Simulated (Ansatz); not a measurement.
Computed with DFT PBE, scalar-relativistic, plane waves, PAW in Ansatz 0.2.0. Settings: cutoff 420 eV, Γ-centred meshes no coarser than 0.19 Å⁻¹ for metals and 0.3 Å⁻¹ for insulators (2π included), Gaussian smearing.

These are static lattice energies at zero pressure. Only the structures computed here compete, so a lower one can exist. The k mesh leaves about 4 meV/atom of noise in metals. Spin–orbit coupling is left out. No run is spin-polarised.

3 distinct structures were compared, and only named types are asked about.

(1) Which is lower for W3C2, the tetradymite or the corundum structure, and by how much?

Results:

(1) The corundum structure, by 90 meV/atom. It takes 11.8 Å³/atom against 11.8.